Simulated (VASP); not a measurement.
# Ru (P6_3/mmc) in VASP: a series of runs

The runs below take Ru through single point, with PBEsol.

Program: VASP 6.6.1. These are calculated values, not measurements. Logs are shortened: lines on timing, memory, paths and dates and some standing lists are left out, and cuts for length are marked.

### 1 The undisturbed crystal

Symmetry: P6_3/mmc, No. 194, hexagonal system. Conventional cell: a = 2.706 Å, b = 2.706 Å, c = 4.282 Å, α = 90.00°, β = 90.00°, γ = 120.00°. Ru (site symmetry -6m2) has 12 Ru at 2.65 to 2.71 Å as nearest neighbours.

### 2 Single point, PBEsol (grid = ENCUT=400 dk=0.6 cell=2x2x2 ISMEAR=1 SIGMA=0.1 LREAL=Auto EDIFF=1e-06)

INCAR reads:

```
  ALGO = Fast
  EDIFF = 1E-6
  ENCUT = 400
  GGA = PS
  ISIF = 2
  ISMEAR = 1
  LASPH = T
  LCHARG = F
  LREAL = Auto
  LWAVE = F
  NBANDS = 128
  NELM = 120
  PREC = Accurate
  SIGMA = 0.1
```

KPOINTS reads:

```
k-points
0
Gamma
  3 3 2
```

POSCAR reads:

```
Ru
1.0
    5.4116000000      0.0000000000      0.0000000000
   -2.7058000000      4.6865830752      0.0000000000
    0.0000000000      0.0000000000      8.5638000000
Ru
16
Direct
    0.3333333334      0.1666666666      0.3750000000
    0.3333333334      0.1666666666      0.8750000000
    0.3333333334      0.6666666666      0.3750000000
    0.3333333334      0.6666666666      0.8750000000
    0.8333333333      0.1666666666      0.3750000000
    0.8333333333      0.1666666666      0.8750000000
    0.8333333333      0.6666666666      0.3750000000
    0.8333333333      0.6666666666      0.8750000000
    0.1666666666      0.3333333334      0.1250000000
    0.1666666666      0.3333333334      0.6250000000
    0.1666666666      0.8333333333      0.1250000000
    0.1666666666      0.8333333333      0.6250000000
    0.6666666666      0.3333333334      0.1250000000
    0.6666666666      0.3333333334      0.6250000000
    0.6666666666      0.8333333333      0.1250000000
    0.6666666666      0.8333333333      0.6250000000
```

Potentials or basis: VASP PAW PBE potentials, release 64 (Ru_pv).

On the command line:

```bash
> cat potpaw_PBE.64/Ru_pv/POTCAR > POTCAR
> mpirun -np 1 vasp_std > vasp.out
```

OUTCAR:

```text
EDIFF = 1E-6
   ENCUT = 400
   GGA = PS
   ISIF = 2
   ISMEAR = 1
   LASPH = T
   LREAL = Auto
   NELM = 120
   PREC = Accurate

 Found      6 irreducible k-points:

 Following reciprocal coordinates:
            Coordinates               Weight
  0.000000  0.000000  0.000000      1.000000
  0.333333  0.000000  0.000000      6.000000
  0.333333  0.333333  0.000000      2.000000
  0.000000  0.000000  0.500000      1.000000
  0.333333  0.000000  0.500000      6.000000
  0.333333  0.333333  0.500000      2.000000
   k-points           NKPTS =      6   k-points in BZ     NKDIM =      6   number of bands    NBANDS=    128
   number of dos      NEDOS =    301   number of ions     NIONS =     16
   total plane-waves  NPLWV =  72576
   dimension x,y,z NGX =    36 NGY =   36 NGZ =   56
   dimension x,y,z NGXF=    72 NGYF=   72 NGZF=  112
   ions per type =              16
   NGX,Y,Z   is equivalent  to a cutoff of  11.06, 11.06, 10.87 a.u.
   NGXF,Y,Z  is equivalent  to a cutoff of  22.12, 22.12, 21.74 a.u.
 SYSTEM =  unknown system
   PREC   = accura    normal or accurate (medium, high low for compatibility)
   ISTART =      0    job   : 0-new  1-cont  2-samecut
   ICHARG =      2    charge: 1-file 2-atom 10-const
   ISPIN  =      1    spin polarized calculation?
   LNONCOLLINEAR =      F non collinear calculations
   LSORBIT =      F    spin-orbit coupling
   LASPH  =      T    aspherical Exc in radial PAW
   ENCUT  =  400.0 eV  29.40 Ry    5.42 a.u.   8.82  8.82 13.97*2*pi/ulx,y,z
   NELM   =    120;   NELMIN=  2; NELMDL= -5     # of ELM steps
   EDIFF  = 0.1E-05   stopping-criterion for ELM
   LREAL  =      T    real-space projection
   EDIFFG = 0.1E-04   stopping-criterion for IOM
   NSW    =      0    number of steps for IOM
   IBRION =     -1    ionic relax: 0-MD 1-quasi-New 2-CG
   NFREE  =      0    steps in history (QN), initial steepest desc. (CG)
   ISIF   =      2    stress and relaxation
   ISYM   =      2    0-nonsym 1-usesym 2-fastsym
   POTIM  = 0.5000    time-step for ionic-motion
   TEBEG  =    0.0;   TEEND  =   0.0 temperature during run
   PSTRESS=    0.0 pullay stress
   NELECT =     224.0000    total number of electrons
   NUPDOWN=      -1.0000    fix difference up-down
   EMIN   =  10.00;   EMAX   =-10.00  energy-range for DOS
   EFERMI =   0.00;   METHOD = LEGACY
   ISMEAR =     1;   SIGMA  =   0.10  broadening in eV -4-tet -1-fermi 0-gaus
   EFERMI_NEDOS =   21; number of points for ismear=-14 and -15
   IALGO  =     68    algorithm
   IMIX   =      4    mixing-type and parameters
     AMIX     =   0.40;   BMIX     =  1.00
     AMIX_MAG =   1.60;   BMIX_MAG =  1.00
  volume/ion in A,a.u.               =      13.57        91.61
  Fermi-wavevector in a.u.,A,eV,Ry     =   1.654022  3.125649 37.222674  2.735789
  Thomas-Fermi vector in A             =   2.742361
   LORBIT       =      0    0 simple, 1 ext, 2 COOP (PROOUT), +10 PAW based schemes
   GGA     = PS    functional components
   LHFCALC =     F    Hartree Fock is set to
   AEXX    =    0.0000 exact exchange contribution
   IVDW    =     0    specifies the selected vdW correction
   LEPSILON=     F    determine dielectric tensor
   LRPA    =     F    only Hartree local field effects (RPA)
 non-spin polarized calculation
 RMM-DIIS sequential band-by-band and
 Methfessel and Paxton  Order N= 1 SIGMA  =   0.10
  energy-cutoff  :      400.00
  volume of cell :      217.19
 maximum number of plane-waves:      3990
 NGX is ok and might be reduce to    36
   NGX = 17   NGY = 17   NGZ = 27

 number of electron     224.0000058 magnetization

 Free energy of the ion-electron system (eV)
  ---------------------------------------------------
  ext. energy  EPLUGINS =         0.00000000
  ---------------------------------------------------
  free energy    TOTEN  =      -162.06394323 eV

  energy without entropy =     -162.03408605  energy(sigma->0) =     -162.05399083

 E-fermi :  12.9508     XC(G=0): -14.2817

 val. band max:       12.9468648944   @ k =   0.3333   0.0000   0.5000
 cond. band min:      13.0167821139   @ k =   0.3333   0.3333   0.5000
 fundamental gap:      0.0699172195
 Fermi energy:        12.9507719344

 k-point     1 :       0.0000    0.0000    0.0000
  band No.  band energies     occupation
      1     -30.9026      2.00000
      2     -30.7907      2.00000
      3     -30.7907      2.00000
      4     -30.7907      2.00000
      5     -30.7907      2.00000
      6     -30.7907      2.00000
[... 116 lines left out ...]
    123      14.4080     -0.00000
    124      14.4130     -0.00000

 k-point     2 :       0.3333    0.0000    0.0000
  band No.  band energies     occupation
      1     -30.8112      2.00000
      2     -30.7075      2.00000
      3     -30.7075      2.00000
      4     -30.7075      2.00000
      5     -30.7075      2.00000
      6     -30.6379      2.00000
[... 116 lines left out ...]
    123      14.2068     -0.00000
    124      14.2154     -0.00000

 k-point     3 :       0.3333    0.3333    0.0000
  band No.  band energies     occupation
      1     -30.6528      2.00000
      2     -30.6528      2.00000
      3     -30.6508      2.00000
      4     -30.6508      2.00000
      5     -30.6508      2.00000
      6     -30.5649      2.00000
[... 116 lines left out ...]
    123      13.7882     -0.00000
    124      13.7889     -0.00000

 k-point     4 :       0.0000    0.0000    0.5000
  band No.  band energies     occupation
      1     -30.7929      2.00000
      2     -30.7929      2.00000
      3     -30.7929      2.00000
      4     -30.7929      2.00000
      5     -30.7929      2.00000
      6     -30.7929      2.00000
[... 116 lines left out ...]
    123      14.3121     -0.00000
    124      14.3156     -0.00000

 k-point     5 :       0.3333    0.0000    0.5000
  band No.  band energies     occupation
      1     -30.6974      2.00000
      2     -30.6974      2.00000
      3     -30.6974      2.00000
      4     -30.6974      2.00000
      5     -30.6920      2.00000
      6     -30.6920      2.00000
[... 116 lines left out ...]
    123      13.5143     -0.00000
    124      13.5143     -0.00000

 k-point     6 :       0.3333    0.3333    0.5000
  band No.  band energies     occupation
      1     -30.6440      2.00000
      2     -30.6440      2.00000
      3     -30.6440      2.00000
      4     -30.6440      2.00000
      5     -30.6440      2.00000
      6     -30.6440      2.00000
[... 116 lines left out ...]
    123      13.1571     -0.01296
    124      13.1571     -0.01296
 [bands above 124 left out]

------------------------ aborting loop because EDIFF is reached ----------------------------------------

  FORCE on cell =-STRESS in cart. coord.  units (eV):
  Direction    XX          YY          ZZ          XY          YZ          ZX
  --------------------------------------------------------------------------------------
  -------------------------------------------------------------------------------------
  Total       -5.8239018     -5.8239018    -14.6766755      0.0000000      0.0000000      0.0000000
  in kB      -42.9611705    -42.9611705   -108.2654167      0.0000000      0.0000000      0.0000000
  external PRESSURE =     -64.7292526 kB  Pullay stress =       0.0000000 kB

 VOLUME and BASIS-vectors are now :
 -----------------------------------------------------------------------------
  energy-cutoff  :      400.00
  volume of cell :      217.19
      direct lattice vectors                 reciprocal lattice vectors
     5.411600000  0.000000000  0.000000000     0.184788233  0.106687536  0.000000000
    -2.705800000  4.686583075  0.000000000     0.000000000  0.213375072  0.000000000
     0.000000000  0.000000000  8.563800000     0.000000000  0.000000000  0.116770592

 POSITION                                       TOTAL-FORCE (eV/Angst)
 -----------------------------------------------------------------------------------
      1.35290      0.78110      3.21143        -0.000000     -0.000000      0.000000
      1.35290      0.78110      7.49333        -0.000000     -0.000000      0.000000
      0.00000      3.12439      3.21143        -0.000000     -0.000000      0.000000
      0.00000      3.12439      7.49333        -0.000000      0.000000     -0.000000
      4.05870      0.78110      3.21143        -0.000000     -0.000000     -0.000000
      4.05870      0.78110      7.49333        -0.000000     -0.000000     -0.000000
[... 8 lines left out ...]
      1.35290      3.90549      1.07048         0.000000      0.000000     -0.000000
      1.35290      3.90549      5.35238         0.000000      0.000000     -0.000000
 -----------------------------------------------------------------------------------
    total drift:                                0.000001      0.000002      0.000000

  FREE ENERGIE OF THE ION-ELECTRON SYSTEM (eV)
  ---------------------------------------------------
  free  energy   TOTEN  =      -162.0639432262 eV

  energy  without entropy=     -162.0340860459  energy(sigma->0) =     -162.05399083
```

It took 3 min on 1 thread of Intel Xeon 6975P-C (Granite Rapids), shared host; peak memory 0.29 GiB.

The run converged, but some of its settings lie outside the range that counts as converged, so its numbers aren't taken as properties of the crystal.

Results:

- Free energy: -162.0639 eV
- Pressure: -6.5 GPa
- Band gap on the k mesh: none (metal or under the smearing width)

Caveat: the k mesh is coarse (spacing up to 0.45 Å⁻¹), so the values aren't converged; the PAW data sets were made with another functional, which shifts forces and pressure a little.

### 3 Single point, PBEsol (grid = ENCUT=280 dk=0.35 cell=2x2x2 ISMEAR=1 SIGMA=0.1 LREAL=Auto EDIFF=1e-06)

INCAR, as its differences from that of step 2:

```diff
@@ -2,3 +2,3 @@
   EDIFF = 1E-6
-  ENCUT = 400
+  ENCUT = 280
   GGA = PS
```

KPOINTS reads:

```
k-points
0
Gamma
  4 4 3
```

POSCAR is that of step 2.

Potentials or basis: VASP PAW PBE potentials, release 64 (Ru_pv).

On the command line:

```bash
> cat potpaw_PBE.64/Ru_pv/POTCAR > POTCAR
> mpirun -np 1 vasp_std > vasp.out
```

OUTCAR:

```text
EDIFF = 1E-6
   ENCUT = 280
   GGA = PS
   ISIF = 2
   ISMEAR = 1
   LASPH = T
   LREAL = Auto
   NELM = 120
   PREC = Accurate

 Found      8 irreducible k-points:

 Following reciprocal coordinates:
            Coordinates               Weight
  0.000000  0.000000  0.000000      1.000000
  0.250000  0.000000  0.000000      6.000000
  0.500000  0.000000  0.000000      3.000000
  0.250000  0.250000  0.000000      6.000000
  0.000000  0.000000  0.333333      2.000000
  0.250000  0.000000  0.333333     12.000000
   k-points           NKPTS =      8   k-points in BZ     NKDIM =      8   number of bands    NBANDS=    128
   number of dos      NEDOS =    301   number of ions     NIONS =     16
   total plane-waves  NPLWV =  43200
   dimension x,y,z NGX =    30 NGY =   30 NGZ =   48
   dimension x,y,z NGXF=    60 NGYF=   60 NGZF=   96
   ions per type =              16
   NGX,Y,Z   is equivalent  to a cutoff of   9.22,  9.22,  9.32 a.u.
   NGXF,Y,Z  is equivalent  to a cutoff of  18.43, 18.43, 18.64 a.u.
 SYSTEM =  unknown system
   PREC   = accura    normal or accurate (medium, high low for compatibility)
   ISTART =      0    job   : 0-new  1-cont  2-samecut
[... 67 lines left out ...]
      1     -30.8851      2.00000
      2     -30.7714      2.00000
      3     -30.7714      2.00000
      4     -30.7714      2.00000
      5     -30.7714      2.00000
      6     -30.7714      2.00000
[... 751 lines left out ...]
    123      13.9676     -0.00000
    124      13.9743     -0.00000

 [... further k-points ...]

 [bands above 124 left out]

------------------------ aborting loop because EDIFF is reached ----------------------------------------

  FORCE on cell =-STRESS in cart. coord.  units (eV):
  Direction    XX          YY          ZZ          XY          YZ          ZX
  --------------------------------------------------------------------------------------
  -------------------------------------------------------------------------------------
  Total       -9.3988533     -9.3988533    -10.8423704      0.0000000      0.0000000      0.0000000
  in kB      -69.3325110    -69.3325110    -79.9809018      0.0000000      0.0000000      0.0000000
  external PRESSURE =     -72.8819746 kB  Pullay stress =       0.0000000 kB

 VOLUME and BASIS-vectors are now :
 -----------------------------------------------------------------------------
  energy-cutoff  :      280.00
  volume of cell :      217.19
      direct lattice vectors                 reciprocal lattice vectors
     5.411600000  0.000000000  0.000000000     0.184788233  0.106687536  0.000000000
    -2.705800000  4.686583075  0.000000000     0.000000000  0.213375072  0.000000000
     0.000000000  0.000000000  8.563800000     0.000000000  0.000000000  0.116770592

 POSITION                                       TOTAL-FORCE (eV/Angst)
 -----------------------------------------------------------------------------------
      1.35290      0.78110      3.21143         0.000000      0.000000      0.000000
      1.35290      0.78110      7.49333         0.000000     -0.000000     -0.000000
      0.00000      3.12439      3.21143         0.000000     -0.000000     -0.000000
      0.00000      3.12439      7.49333         0.000000     -0.000000      0.000000
      4.05870      0.78110      3.21143         0.000000      0.000000      0.000000
      4.05870      0.78110      7.49333         0.000000      0.000000      0.000000
[... 8 lines left out ...]
      1.35290      3.90549      1.07048        -0.000000     -0.000000      0.000000
      1.35290      3.90549      5.35238        -0.000000     -0.000000     -0.000000
 -----------------------------------------------------------------------------------
    total drift:                                0.000001      0.000002     -0.000000

  FREE ENERGIE OF THE ION-ELECTRON SYSTEM (eV)
  ---------------------------------------------------
  free  energy   TOTEN  =      -162.9970609163 eV

  energy  without entropy=     -162.9713870537  energy(sigma->0) =     -162.98850296
```

OSZICAR:

```text
N       E                     dE             d eps       ncg     rms          rms(c)
DAV:   1     0.211245602531E+04    0.21125E+04   -0.97088E+04  2304   0.127E+03
DAV:   2    -0.473424477966E+02   -0.21598E+04   -0.20899E+04  2136   0.474E+02
DAV:   3    -0.168842019752E+03   -0.12150E+03   -0.11610E+03  2912   0.968E+01
DAV:   4    -0.175527972612E+03   -0.66860E+01   -0.65329E+01  2504   0.161E+01
DAV:   5    -0.175700024359E+03   -0.17205E+00   -0.17075E+00  2472   0.274E+00    0.537E+01
RMM:   6    -0.163513914592E+03    0.12186E+02   -0.34792E+01  2076   0.215E+01    0.139E+01
RMM:   7    -0.162968835458E+03    0.54508E+00   -0.11437E+01  2180   0.819E+00    0.230E+00
RMM:   8    -0.163000467449E+03   -0.31632E-01   -0.13373E+00  2293   0.259E+00    0.202E+00
RMM:   9    -0.162999042850E+03    0.14246E-02   -0.32933E-01  2368   0.116E+00    0.553E-01
RMM:  10    -0.162996028895E+03    0.30140E-02   -0.42953E-02  2330   0.673E-01    0.960E-02
RMM:  11    -0.162996865297E+03   -0.83640E-03   -0.10825E-02  2496   0.175E-01    0.650E-02
RMM:  12    -0.162997009139E+03   -0.14384E-03   -0.17218E-03  2728   0.640E-02    0.149E-02
RMM:  13    -0.162997046922E+03   -0.37784E-04   -0.39903E-04  2654   0.307E-02    0.604E-03
RMM:  14    -0.162997055320E+03   -0.83977E-05   -0.88759E-05  2370   0.109E-02    0.612E-03
RMM:  15    -0.162997060728E+03   -0.54074E-05   -0.19504E-05  1698   0.467E-03    0.194E-03
RMM:  16    -0.162997060916E+03   -0.18881E-06   -0.68553E-06  1546   0.367E-03
   1 F= -.16299706E+03 E0= -.16298850E+03  d E =-.256739E-01
```

stdout:

```text
POSCAR found type information on POSCAR Ru
 POSCAR found :  1 types and      16 ions
 scaLAPACK will be used
 -----------------------------------------------------------------------------
|                                                                             |
|                                                                             |
|     You enforced a specific xc type in the INCAR file but a different       |
|     I HOPE YOU KNOW WHAT YOU ARE DOING!                                     |
|                                                                             |
 -----------------------------------------------------------------------------

 LDA part: xc-table for (Slater+PW92), standard interpolation
 POSCAR, INCAR and KPOINTS ok, starting setup
 FFT: planning ... GRIDC
 FFT: planning ... GRID_SOFT
 FFT: planning ... GRID
 WAVECAR not read
 entering main loop
```

It took 2.7 min on 1 thread of Intel Xeon 6975P-C (Granite Rapids), shared host; peak memory 0.23 GiB.

The run converged, but some of its settings lie outside the range that counts as converged, so its numbers aren't taken as properties of the crystal.

Results:

| Quantity | Value |
| --- | --- |
| Free energy | -162.9971 eV |
| Pressure | -7.3 GPa |
| Band gap on the k mesh | none (metal or under the smearing width) |

Caveat: the cutoff is under 1.25 times the usual one of these potentials, so pressure, stress and relaxed cells hold a basis-set (Pulay) error; the PAW data sets were made with another functional, which shifts forces and pressure a little.

### 4 Single point, PBEsol (grid = ENCUT=400 dk=0.45 cell=2x2x2 ISMEAR=1 SIGMA=0.1 LREAL=Auto EDIFF=1e-06)

INCAR, as its differences from that of step 3:

```diff
@@ -2,3 +2,3 @@
   EDIFF = 1E-6
-  ENCUT = 280
+  ENCUT = 400
   GGA = PS
```

KPOINTS reads:

```
k-points
0
Gamma
  3 3 2
```

POSCAR is that of step 3.

On the command line:

```bash
> cat potpaw_PBE.64/Ru_pv/POTCAR > POTCAR
> mpirun -np 1 vasp_std > vasp.out
```

Wall time 3.4 min (1 thread of Intel Xeon 6975P-C (Granite Rapids), shared host); peak memory 0.29 GiB.

The run converged, but some of its settings lie outside the range that counts as converged, so its numbers aren't taken as properties of the crystal.

Results:

- Free energy: -162.0639 eV
- Pressure: -6.5 GPa
- Band gap on the k mesh: none (metal or under the smearing width)

Caveat: the k mesh is coarse (spacing up to 0.45 Å⁻¹), so the values aren't converged; the PAW data sets were made with another functional, which shifts forces and pressure a little.

### 5 Single point, PBEsol (grid = ENCUT=340 dk=0.35 cell=2x2x2 ISMEAR=1 SIGMA=0.1 LREAL=Auto EDIFF=1e-06)

INCAR, as its differences from that of step 4:

```diff
@@ -2,3 +2,3 @@
   EDIFF = 1E-6
-  ENCUT = 400
+  ENCUT = 340
   GGA = PS
```

KPOINTS reads:

```
k-points
0
Gamma
  4 4 3
```

POSCAR is that of step 4.

On the command line:

```bash
> cat potpaw_PBE.64/Ru_pv/POTCAR > POTCAR
> mpirun -np 1 vasp_std > vasp.out
```

Wall time 3.7 min (1 thread of Intel Xeon 6975P-C (Granite Rapids), shared host); peak memory 0.29 GiB.

These settings aren't checked as converged: the numbers below hold their error.

What came out:

```
Free energy            : -162.8233 eV
Pressure               : -8.4 GPa
Band gap on the k mesh : none (metal or under the smearing width)
```

Caveat: the PAW data sets were made with another functional, which shifts forces and pressure a little.

### 6 For comparison

An earlier run on the cell as given: functional PBE; potentials or basis VASP PAW PBE potentials, release 64 (Ru_pv); cutoff 520 eV; k mesh 11 × 11 × 6; occupations fermi-dirac, width 0.05 eV; no spin polarisation.

* Pressure: 4.5 GPa
* Band gap on the k mesh: none (metal or under the smearing width)
